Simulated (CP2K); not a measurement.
Crystal: Te.

```
Te
1.0
     4.45400    0.00000    0.00000
    -2.22700    3.85728    0.00000
     0.00000    0.00000    5.92400
Te
3
Direct
  0.73100 0.73100 0.00000
  0.00000 0.26900 0.66667
  0.26900 0.00000 0.33333
```

Base run:

- Program: CP2K 2026.2
- Functional: OLYP
- Potentials or basis: POTENTIAL_UZH Te GTH-PBE-q6; TZVP-MOLOPT-PBE-GTH basis
- Density cutoff: 9184 eV
- k mesh: 7 × 7 × 5
- Occupations: fermi-dirac, width 0.05 eV
- Spin: no spin polarisation

Its results: band gap on the k mesh 0.70 eV, indirect (least direct gap 0.83 eV); pressure 2.6 GPa; largest force 0.129 eV/Å.

After a change of settings the same cell gave: band gap on the k mesh 0.55 eV, indirect (least direct gap 0.75 eV); pressure 0.6 GPa; largest force 0.506 eV/Å. Which change was it?
A. functional from OLYP to vdW-DF-cx
B. functional from OLYP to LDA
C. functional from OLYP to PW91
D. functional from OLYP to HLE17

B.

LDA binds more tightly than OLYP, so the same cell stands under less pressure.

Caveats: the potentials were made for another functional, which shifts forces and pressure; spin-orbit coupling is left out, which moves the levels of the heavy elements; an odd mesh through Γ misses points on the zone boundary, where band edges often lie; the basis of atomic orbitals isn't converged, which shifts pressures, moduli and gaps.

Runs at the PBE level aren't shown here.
